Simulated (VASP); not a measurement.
# From VASP inputs to Ansatz: BN (strained zincblende)

INCAR

```
ISMEAR = 0
LELF = .TRUE.
LCHARG = .TRUE.
EDIFF = 1E-7
ENCUT = 520
ALGO = Normal
IBRION = -1
PREC = Accurate
ISIF = 2
LASPH = .TRUE.
LWAVE = .FALSE.
NSW = 0
SIGMA = 0.01
NELM = 120
METAGGA = R2SCAN
LREAL = .FALSE.
NBANDS = 11
```

KPOINTS

```
KPOINTS created by Atomic Simulation Environment
0
Gamma
12 12 12
0 0 0
```

KPOINTS_OPT

```
special points
7
Reciprocal
0.0000000000 0.0000000000 0.0000000000 1
-0.5000000000 -0.5000000000 0.0000000000 1
-0.3750000000 -0.3750000000 0.2500000000 1
-0.3750000000 0.0000000000 0.3750000000 1
0.0000000000 0.0000000000 0.5000000000 1
-0.5000000000 -0.2500000000 0.2500000000 1
0.0000000000 0.5000000000 0.5000000000 1
```

POSCAR

```
B  N
 1.0000000000000000
     0.0000000000000000    1.8589702132000001    1.8589702132000001
     1.8589702132000001    0.0000000000000000    1.8589702132000001
     1.8589702132000001    1.8589702132000001    0.0000000000000000
 B   N
   1   1
Cartesian
  0.0000000000000000  0.0000000000000000  0.0000000000000000
  0.9294851066000001  0.9294851066000001  0.9294851066000001
```

VASP ran with the recommended PBE PAW datasets (8 valence electrons in the cell).

**Question.** Write an Ansatz input for this cell and level of theory.

**Answer.** 

```yaml
crystal:
  lattice:
    - [0.0, 1.8589702132, 1.8589702132]
    - [1.8589702132, 0.0, 1.8589702132]
    - [1.8589702132, 1.8589702132, 0.0]
  atoms:
    - { symbol: B, position: [0.0, 0.0, 0.0] }
    - { symbol: "N", position: [0.25, 0.25, 0.25] }
kpoints:
  mp_grid: { grid: [12, 12, 12] }
  band_path:
    path:
      - [0.0, 0.0, 0.0]
      - [-0.5, -0.5, 0.0]
      - [-0.375, -0.375, 0.25]
      - [-0.375, 0.0, 0.375]
      - [0.0, 0.0, 0.5]
      - [-0.5, -0.25, 0.25]
      - [0.0, 0.5, 0.5]
    npoints: 1
hamiltonian:
  xc: r2scan
scf:
  occupations: { method: fixed }
  n_extra_bands: 4
output:
  forces: true
  stress: true
  eigenvalues: true
```

Other inputs would serve too.

|  | VASP | Ansatz |
| --- | --- | --- |
| gap between bands v and c | 4.87 eV | 4.88 eV |
| least direct gap | 9.11 eV | 9.14 eV |
| pressure | -28.7 GPa | -29.5 GPa |

Datasets and cutoffs are each program's own. VASP's cell holds 8 valence electrons and Ansatz's 8. Ansatz's stress includes a Pulay correction; VASP's doesn't.
